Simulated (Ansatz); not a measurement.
**How CaSe (Fm-3m) expands on warming**

Wanted: α(T), C_P(T) and B(T) of CaSe in the quasi-harmonic approximation.

Measurements to reproduce:
- heat capacity C_P per formula unit 48.1 J/mol/K near room temperature (given in “High-Throughput Prediction of Finite-Temperature Properties using the Quasi-Harmonic Approximation”, 2016, arXiv:1603.06924)

Method: DFT LDA, scalar-relativistic, plane waves, PAW, in Ansatz 0.2.0.

The database entry behind the starting cell differs from later determinations by our own check (0.1 to 0.3 % short, probably kX units), so it need not match the best structure at ambient conditions.

### Step 1. The starting structure

Symmetry: Fm-3m, No. 225, cubic system. Conventional cell: a = 5.912 Å, b = 5.912 Å, c = 5.912 Å, α = 90.00°, β = 90.00°, γ = 90.00°. Nearest to Ca lie 6 Se at 2.96 Å. Se has 6 Ca at 2.96 Å nearest. Farther neighbours and most contacts between anions are not listed.

### Step 2. A first coarse run

Before spending time, one coarse run tells the gap and the pressure of the starting cell.

The input, input.yaml:

```yaml
crystal:
  lattice:
    - [0.0, 2.956, 2.956]
    - [2.956, 0.0, 2.956]
    - [2.956, 2.956, 0.0]
  atoms:
    - { symbol: Ca, position: [0.0, 0.0, 0.0] }
    - { symbol: Se, position: [0.5, 0.5, 0.5] }
kpoints:
  mp_grid: { grid: [6, 6, 6] }
hamiltonian:
  xc: lda
scf:
  occupations: { method: gaussian, width: 0.1 }
  lower_state_search: "off"
output:
  forces: true
  stress: true
  eigenvalues: true
```

The run is started by

```
> ansatz run input.yaml --threads 4 --pin off --max-ram 16384MiB --backend cpu --events-out ev --progress --plain --runs-dir out
```

Numbers of over 12 decimals in the logs are rounded to 6 here.

Output:

```text
Engine: ansatz 0.2.0, aarch64-unknown-linux-gnu
Pseudopotentials: kind: paw
Pseudopotential: Ca, paw, valence charge 10, recommended cutoff 420 eV (normal), Ca.paw.azcp
Pseudopotential: Se, paw, valence charge 16, recommended cutoff 420 eV (normal), Se.paw.azcp
Functional definition: SPW92
  exchange = slater_x
  correlation = pw_c
Crystal: 2 atoms, lattice volume = 51.659 Å³
Basis set: ecut = 420 eV, 965 PW (Γ)
Bands: 17, of which v1, the nominal top of the filled ones, is band 13 counted from 1 (12 counted from 0)
Symmetry: 48 space group operations
Space group: Fm-3m (ITA 225), of the structure as read, at distance tolerance 3.7e-5 Å
k-points: 16 of 216
Non-local potential: Ca, projectors of the file, l = 0: 3, l = 1: 2, l = 2: 2
Non-local potential: Se, projectors of the file, l = 0: 2, l = 1: 2, l = 2: 3, l = 3: 1
PAW form: soft (Blöchl's): semilocal exchange-correlation on the pseudo side does not see the compensation charge
PAW frozen core: Ca, regenerated for the run's functional, and the local potential with it (the file was generated under x = pbe(κ = 0.804, μ = 0.219515), c = pbe(β = 0.066725))
PAW frozen core: Se, regenerated for the run's functional, and the local potential with it (the file was generated under x = pbe(κ = 0.804, μ = 0.219515), c = pbe(β = 0.066725))
PAW one-centre angular grid: Ca, 110 points (default); XC on 64 Gauss nodes
PAW one-centre angular grid: Se, 590 points (default); XC on 64 Gauss nodes
Initial density: superposition of atomic densities (neutral atoms: chi_scale 0, normalization atom), corrected by the library's trained network
Initial wavefunctions: pseudopotential atomic-orbital guess
Functional: x = slater, c = lda
SCF iter   1: F=—  HF=-7160.060365 eV  |F-HF|=—  |Δ(HF+E_count)|=         —  Δρ=4.73e-3  dr2=6.12e-3  ethr=1.77e-3  ⟨swp⟩=6.4  Hψ=1504  notcnv=0
preconditioner: auto → none  [insulator: Δε(μ)=1.859 eV  Ē_g=8.808 eV  σ=0.100 eV  W_gap=1.00  n_scr=14 (ndim 8)  ℏωp=14.6 eV  f_vac=0.000  D(μ)=0.00/eV (n_scr^D=0)  ε∞_Penn≈3.8]
SCF iter   2: F=—  HF=-7160.059052 eV  |F-HF|=—  |Δ(HF+E_count)|=   1.31e-3  Δρ=2.25e-3  dr2=1.21e-3  ethr=2.35e-5  ⟨swp⟩=2.2  Hψ=525  notcnv=0
SCF iter   3: F=—  HF=-7160.058947 eV  |F-HF|=—  |Δ(HF+E_count)|=   1.05e-4  Δρ=4.55e-4  dr2=9.40e-5  ethr=4.66e-6  ⟨swp⟩=1.9  Hψ=312  notcnv=0
SCF iter   4: F=—  HF=-7160.058917 eV  |F-HF|=—  |Δ(HF+E_count)|=   3.05e-5  Δρ=1.10e-4  dr2=9.56e-6  ethr=3.61e-7  ⟨swp⟩=2.0  Hψ=384  notcnv=0
iter 5 did not close the SCF: its close was put off for the readings that it lacked (scf_convergence_deferred on its scf_iter line)
SCF iter   5: F=-7160.058913 eV  HF=-7160.058913 eV  |F-HF|=7.81e-8  |Δ(HF+E_count)|=   3.60e-6  Δρ=1.51e-5  dr2=8.15e-8  ethr=3.68e-8  ⟨swp⟩=2.0  Hψ=480  notcnv=0
SCF iter   6: F=-7160.058913 eV  HF=-7160.058913 eV  |F-HF|=1.74e-9  |Δ(HF+E_count)|=   3.13e-8  Δρ=4.93e-6  dr2=5.67e-9  ethr=3.13e-10  ⟨swp⟩=2.0  Hψ=1024  notcnv=0
SCF 1 converged in 6 iterations: F = -7160.058913 eV  dr2 = 5.67e-9
  greatest PAW one-centre occupation: 1.000 electrons in one spin orbital (limit 2), on the Se atom at site 1 (counted from 0), in its partial waves of l = 2
SCF converged after 6 iterations
Free energy (F): -7160.058913 eV
Harris-Foulkes:  -7160.058913 eV  (|F-HF|=1.74e-9)
Internal energy: -7160.058913 eV  (E = F + TS)
E sigma→0 (E₀):  -7160.058913 eV
Fermi energy:    7.765894 eV
--- Per-component energies (eV) ---
  E_band       = -518.343011
  E_kinetic    = 398.241552
  E_local      = -3212.848235  (includes V_loc(G=0)·N_el)
  E_nonlocal   = -523.252837
  E_hartree    = 1470.634146
  E_xc         = -240.284017
  E_vxc        = -270.432133  (∫ρ·V_xc dr)
  E_paw        = -2642.615095  (= ΣΔE_a)
  E_vpaw       = 148.678294  (= ΣTr[D̂ρ^β])
  E_aug_tail   = -0.000603  (compensation charges beyond the density's cutoff)
  E_ewald      = -2412.434353
  E_core_change = 2.500528  (= ΣΔE_core)
  E_smearing   = -0.000000  (= −TS)
  E_closure    = -0.000000  (closes the sum)
  Σ components = -7160.058913   (vs F -7160.058913, Δ=0.00e0)
--- Forces (eV/Å), atoms counted from 1 ---
  atom   1  Ca    -0.00000000     0.00000000     0.00000000
  atom   2  Se     0.00000000    -0.00000000     0.00000000
  max |Σ_I F_I| component: 1.61e-29 eV/Å
--- Stress (GPa, compression-positive) ---
       -3.111906       0.000000       0.000000
        0.000000      -3.111906      -0.000000
        0.000000       0.000000      -3.111906
  P = ⅓ Tr σ = -3.1119 GPa (-31.119 kbar)
--- Band table (eV; the first three rows and the last of 16) ---
  k-point 0: bands = [... 9 lower, -5.0445, 6.8285, 6.8285, 6.8285, 9.9224, 10.3836, 10.3836, 10.3836]
  k-point 1: bands = [... 9 lower, -4.8834, 5.6024, 6.4279, 6.4279, 10.2861, 10.7422, 10.7422, 11.4574]
  k-point 2: bands = [... 9 lower, -4.5351, 4.0906, 5.8405, 5.8405, 10.6135, 11.5642, 11.5642, 12.7708]
  k-point 15: bands = [... 9 lower, -4.4013, 4.5196, 5.2261, 5.2880, 10.0089, 11.8676, 12.0332, 12.5109]
```

Run time: 1.4 s. Hardware: 4 threads of Arm Neoverse V1, shared host; peak memory 0.3 GiB; 2.1 s of CPU time.

The column dr2 measures how far the density is from self-consistency, as an energy; F and HF (Harris–Foulkes) agree once it is small.

Numbers from this step:

- pressure: -3.112 GPa
- gap on the k-mesh: 1.875 eV
- volume per atom: 25.83 Å³/atom

The start is under -3.1 GPa at this level and looks like an insulator or semiconductor on this mesh.

### Step 3. Finding the static equilibrium

The vibrations must be taken about the equilibrium of this functional, not about the starting cell, so the structure is relaxed.

input.yaml, the sections that differ from step 2:

```yaml
kpoints:
  mp_grid: { grid: [8, 8, 8] }
scf:
  occupations: { method: gaussian, width: 0.02 }
  lower_state_search: "off"
output:
  forces: true
  stress: true
  eigenvalues: true
  write_density: true
  write_potential: true
  elf: true
  volumetric_format: npy
relax:
  adjacent_minimum: "off"
  f_tol: 0.005
  max_steps: 80
  cell: { stress_tol: 0.05 }
# crystal, hamiltonian: as in step 2
```

Output:

```text
[...]
Crystal: 2 atoms, lattice volume = 51.659 Å³
Basis set: ecut = 420 eV, 965 PW (Γ)
Bands: 17, of which v1, the nominal top of the filled ones, is band 13 counted from 1 (12 counted from 0)
Symmetry: 48 space group operations
[...]
k-points: 29 of 512
[...]
SCF iter   1: F=—  HF=-7160.061413 eV  |F-HF|=—  |Δ(HF+E_count)|=         —  Δρ=4.73e-3  dr2=6.13e-3  ethr=1.77e-3  ⟨swp⟩=7.2  Hψ=2934  notcnv=0
[...]
SCF iter   6: F=-7160.059937 eV  HF=-7160.059937 eV  |F-HF|=2.61e-9  |Δ(HF+E_count)|=   2.13e-8  Δρ=5.30e-6  dr2=6.88e-9  ethr=2.83e-10  ⟨swp⟩=5.1  Hψ=2808  notcnv=0
SCF 1 converged in 6 iterations: F = -7160.059937 eV  dr2 = 6.88e-9
[...]
relax step   1: F+E_penalty+E_count = -7160.05993675 eV  Δ(F+E_penalty+E_count) = +0.000e0 eV  max|allowed force component| = 5.423e-31 eV/Å  Δτ_max = 0.0000 Å  P = -3.122 GPa  Ω = 51.659 Å³  (6 SCF iters, dr2 threshold 1.00e-7 eV, accepted)
Crystal: 2 atoms, lattice volume = 47.372 Å³
Basis set: ecut = 420 eV, 941 PW (Γ)
[...]
iter 1 solved again at ethr=7.56e-5 eV; its pass at ethr=3.10e-3 eV (dr2=1.96e-2 eV) is discarded
[...]
SCF iter   6: F=-7160.086881 eV  HF=-7160.086881 eV  |F-HF|=4.43e-10  |Δ(HF+E_count)|=   4.55e-8  Δρ=1.54e-6  dr2=1.04e-9  ethr=4.21e-10  ⟨swp⟩=4.7  Hψ=2659  notcnv=0
SCF 2 converged in 6 iterations: F = -7160.086881 eV  dr2 = 1.04e-9
relax step   2: F+E_penalty+E_count = -7160.08688073 eV  Δ(F+E_penalty+E_count) = -2.694e-2 eV  max|allowed force component| = 6.409e-31 eV/Å  Δτ_max = 0.0000 Å  P = +1.487 GPa  Ω = 47.372 Å³  energy of the carried Pulay correction = +4.102e-4 eV  (6 SCF iters, dr2 threshold 2.00e-7 eV, accepted)
Crystal: 2 atoms, lattice volume = 48.675 Å³
[...]
SCF iter   5: F=-7160.092071 eV  HF=-7160.092071 eV  |F-HF|=4.13e-9  |Δ(HF+E_count)|=   5.11e-7  Δρ=8.63e-6  dr2=1.38e-8  ethr=7.69e-10  ⟨swp⟩=9.1  Hψ=4228  notcnv=0
SCF 3 converged in 5 iterations: F = -7160.092071 eV  dr2 = 1.38e-8
relax step   3: F+E_penalty+E_count = -7160.09207059 eV  Δ(F+E_penalty+E_count) = -5.190e-3 eV  max|allowed force component| = 3.739e-31 eV/Å  Δτ_max = 0.0000 Å  P = -0.142 GPa  Ω = 48.675 Å³  energy of the carried Pulay correction = +2.818e-4 eV  (5 SCF iters, dr2 threshold 2.00e-7 eV, accepted)
[...]
relax step   4: F+E_penalty+E_count = -7160.09213522 eV  Δ(F+E_penalty+E_count) = -6.463e-5 eV  max|allowed force component| = 5.654e-30 eV/Å  Δτ_max = 0.0000 Å  P = -0.005 GPa  Ω = 48.559 Å³  energy of the carried Pulay correction = +2.931e-4 eV  (4 SCF iters, dr2 threshold 5.01e-8 eV, accepted)
[...]
SCF iter   1: F=—  HF=-7160.091857 eV  |F-HF|=—  |Δ(HF+E_count)|=         —  Δρ=4.14e-5  dr2=1.21e-7  ethr=3.85e-7  ⟨swp⟩=2.3  Hψ=3959  notcnv=0
eigensolver tolerance schedule: the retry pair's looser diagonalisation over-reported the residual by 829.79 of it (diagonalisation noise at 0.11 of the residual, at the tolerance the schedule requests for it); recorded, not acted on — ethr = c·dr2/N_el stays at c = 1.0e-1
[...]
SCF iter   2: F=—  HF=-7160.091854 eV  |F-HF|=—  |Δ(HF+E_count)|=   2.31e-6  Δρ=2.19e-5  dr2=4.88e-8  ethr=4.64e-10  ⟨swp⟩=2.0  Hψ=871  notcnv=0
[...]
SCF iter   5: F=-7160.091855 eV  HF=-7160.091855 eV  |F-HF|=9.09e-13  |Δ(HF+E_count)|=  4.82e-11  Δρ=1.96e-7  dr2=5.54e-12  ethr=1.00e-12  ⟨swp⟩=4.0  Hψ=2352  notcnv=0
SCF 5 converged in 5 iterations: F = -7160.091855 eV  dr2 = 5.54e-12
relax step   5: F+E_penalty+E_count = -7160.09185451 eV  Δ(F+E_penalty+E_count) = +2.807e-4 eV  max|allowed force component| = 3.155e-30 eV/Å  Δτ_max = 0.0000 Å  P = -0.007 GPa  Ω = 48.559 Å³  stress off target by 6.78e-3 GPa  SCF on the basis re-selected at this cell (its energy is not comparable with the rows above)  (5 SCF iters)
basis re-selected at this cell: Δ(F+E_penalty+E_count) = +2.807e-4 eV, ΔP = -0.001 GPa vs the last step (what re-selecting the basis moved, of the pressure what is left beyond the Pulay correction that the steps carried, after the strain that the cell walked since its last selection, with what the two solves' SCF thresholds leave and, on support functions, any second-order correction that the steps lacked; it is no m [...]
SCF converged after 5 iterations
Free energy (F): -7160.091855 eV
[...]
Internal energy: -7160.091855 eV  (E = F + TS)
E sigma→0 (E₀):  -7160.091855 eV
Fermi energy:    8.424694 eV
[...]
--- Stress (GPa, compression-positive) ---
       -0.006782      -0.000000      -0.000000
       -0.000000      -0.006782      -0.000000
       -0.000000      -0.000000      -0.006782
  P = ⅓ Tr σ = -0.0068 GPa (-0.068 kbar)
--- Band table (eV; the first three rows and the last of 29) ---
  k-point 0: bands = [... 9 lower, -4.5289, 7.5670, 7.5670, 7.5670, 11.0083, 11.0904, 11.0904, 11.0904]
  k-point 1: bands = [... 9 lower, -4.4191, 6.7222, 7.2846, 7.2846, 11.0628, 11.3229, 11.3229, 11.9909]
  k-point 2: bands = [... 9 lower, -4.1400, 5.3779, 6.7584, 6.7584, 11.1725, 11.8860, 11.8860, 13.3284]
  k-point 28: bands = [... 9 lower, -3.7646, 5.4153, 5.4153, 5.7160, 11.8761, 11.8761, 12.8477, 13.4152]
--- Relaxed structure (4 steps of the walk, 4 accepted, 1 SCFs on fresh bases) ---
  F+E_penalty+E_count = -7160.09185451 eV   max|allowed force component| = 3.155e-30 eV/Å   (the final SCF, on the basis selected at the relaxed cell)
  cell:  # Å, volume = 48.5588 Å³
    - [0, 2.895649, 2.895649]
    - [2.895649, 0, 2.895649]
    - [2.895649, 2.895649, 0]
  atoms:
    - { symbol: Ca, position: [0, 0, 0] }
    - { symbol: Se, position: [0.500000, 0.500000, 0.500000] }
```

Wall time 2.7 s (4 threads); peak memory 0.35 GiB.

The steps of the relaxation:

```
step  energy less that of the first step (eV)  largest force component (eV/Å)  pressure (GPa)  volume (Å³)
   1                                   0.0000                          0.0000           -3.12        51.66
   2                                  -0.0269                          0.0000            1.49        47.37
   3                                  -0.0321                          0.0000           -0.14        48.67
   4                                  -0.0322                          0.0000           -0.01        48.56
  5*                                  -0.0319                          0.0000           -0.01        48.56
```

Relaxation steps marked * repeat the geometry before them on a plane-wave basis chosen anew for their cell, so energy and pressure can jump there.

Forces are held to the 48 operations that the run works with; a distortion that breaks them can't arise in this run.

```
conventional cell, symmetrised  before  after  change
                         a (Å)   5.912  5.791  -2.0 %
                         b (Å)   5.912  5.791  -2.0 %
                         c (Å)   5.912  5.791  -2.0 %
              volume (Å³/atom)   25.83  24.28  -6.0 %
```

The relaxed structure:

```xyz
2
Lattice="0.0000 2.8956 2.8956 2.8956 0.0000 2.8956 2.8956 2.8956 0.0000" Properties=species:S:1:pos:R:3 pbc="T T T"
Ca    0.0000    0.0000    0.0000
Se    2.8956    2.8956    2.8956
```

This step gave:

```yaml
pressure: -0.006782 GPa
gap_on_the_k_mesh: 1.715 eV
volume_per_atom: 24.28 Å³/atom
```

Valence density in the ac plane of the conventional cell at fractional y = 0.000, with atoms of Ca and Se within 0.2 Å of it. It is the smooth field of the valence electrons, not physical close to the nuclei.

Ten steps, logarithmic in the rise over the least value, from '0' (0 e/Å³) to '9' (32 e/Å³), each cell a mean:
```
6520024896210146
4310012453100024
1100001221100001
0000000010000000
1100000000000001
3210001232000112
7421013554200136
9731014665301259
9621014665200248
5310002443100124
2110000111000012
1000000000000000
0000000111000000
3200011232100012
5420013674210135
6530125997310146
```
Columns run along a (5.8 Å), rows up along c (5.8 Å), edges of the conventional cell, whose origin can differ from the input's. Atoms in or near the plane, at fractional coordinates: Ca at (0.00, 0.00), Ca at (0.50, 0.50), Se at (0.50, 0.00), Se at (0.00, 0.50).

ELF in the ac plane of the conventional cell at fractional y = 0.000, with atoms of Ca and Se within 0.2 Å of it. It is the smooth field of the valence electrons, not physical close to the nuclei.

Ten even steps from '_' (0.06) to '@' (0.84), each cell a mean:
```
@@@@**..++@@%%==--##@@%%::--@@@@
@@%%--__++%%@@%%%%@@@@##....**@@
==::____--##%%@@@@@@%%++..__..--
::::..__..--++++**++==::__....::
%%%%**--______....______::++##%%
@@@@%%**..__--**##++..__==%%@@@@
**%%@@%%::::%%@@@@@@++__++@@@@##
..**@@%%::==@@@@@@@@##..**@@%%--
--##@@%%::--@@@@@@@@**..++@@%%==
%%@@@@##....**@@@@%%--__++%%@@%%
@@@@%%++..__..--==::____--##%%@@
**++==::__....::::::..__..--++++
..______::++##%%%%%%**--______..
##++..__==%%@@@@@@@@%%**..__--**
@@@@++__++@@@@##**%%@@%%::::%%@@
@@@@##..**@@%%--..**@@%%::==@@@@
```
Columns run along a (5.8 Å), rows up along c (5.8 Å), edges of the conventional cell, whose origin can differ from the input's. Atoms in or near the plane, at fractional coordinates: Ca at (0.00, 0.00), Ca at (0.50, 0.50), Se at (0.50, 0.00), Se at (0.00, 0.50).

Electrostatic potential energy in the ac plane of the conventional cell at fractional y = 0.000, with atoms of Ca and Se within 0.2 Å of it. With pseudopotentials it is smooth inside the atoms' cores, unlike the true potential.

Ten even steps from '0' (-56 eV) to '9' (11 eV), each cell a mean:
```
0269986887799840
4589997666899874
7899999888999988
9999999999999999
9999999999999999
7799998667899987
7679985214799867
8779974001699868
8779984002699868
6689987445899976
8899998878999998
9999999999999999
9999999999999999
6789998777999986
1479986776799852
0169986887799740
```
Columns run along a (5.8 Å; values clipped at the 3rd and 97th percentile), rows up along c (5.8 Å), edges of the conventional cell, whose origin can differ from the input's. Atoms in or near the plane, at fractional coordinates: Ca at (0.00, 0.00), Ca at (0.50, 0.50), Se at (0.50, 0.00), Se at (0.00, 0.50).

The relaxation ends with a pressure of -0.01 GPa.

(Continued in part 2 of 5.)

[Logs are printed without paths, hosts, clocks, repeated set-up lines and the standing remarks that a program may print on its own settings, such as how far it seeks lower states.]

[Hosts, paths, dates, database ids (printed as entryN), source tags and the programs' standing remarks are cut or masked in the printed files.]

[A step with changed settings may run another functional than the one named; its input shows which.]

[Pressures of single members of a volume series are the stress at the run's cutoff; with an incomplete basis they can lie off −dE/dV of the same runs, and they are not shown converged.]
